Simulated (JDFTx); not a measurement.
## Si2W: equation of state with PBE

Crystal: Si2W.

```
CELL_PARAMETERS angstrom
-1.60690 1.60690 3.91495
1.60690 -1.60690 3.91495
1.60690 1.60690 -3.91495
ATOMIC_POSITIONS crystal
W 0.00000 0.00000 0.00000
Si 0.66530 0.66530 0.00000
Si 0.33470 0.33470 0.00000
```

```json
{
  "Program": "JDFTx 1.7.0 (patched build)",
  "Task": "equation of state",
  "Functional": "PBE",
  "Potentials or basis": "PseudoDojo-SR-PBE-0.5-standard",
  "Cutoff": "1007 eV",
  "Density cutoff": "8055 eV",
  "k mesh": "12 × 12 × 12",
  "Occupations": "fermi-dirac, width 0.05 eV",
  "Spin": "no spin polarisation"
}
```

The equilibrium volume is 13.68 Å³/atom, the bulk modulus at fixed shape and positions is 221 GPa and the pressure derivative of the bulk modulus is 4.4.

Energy against volume, from the lowest point:
| volume (Å³/atom) | energy (meV/atom) |
| --- | --- |
| 12.670 | 58.56 |
| 12.939 | 30.18 |
| 13.209 | 11.60 |
| 13.479 | 1.84 |
| 13.748 | 0.00 |
| 14.018 | 5.29 |
| 14.287 | 16.98 |

Caveat: the cell was scaled at fixed shape and fractional positions, which overstates the stiffness of a crystal with free parameters, most of all of layers and chains. Spin-orbit coupling is left out, which matters for the levels of W.
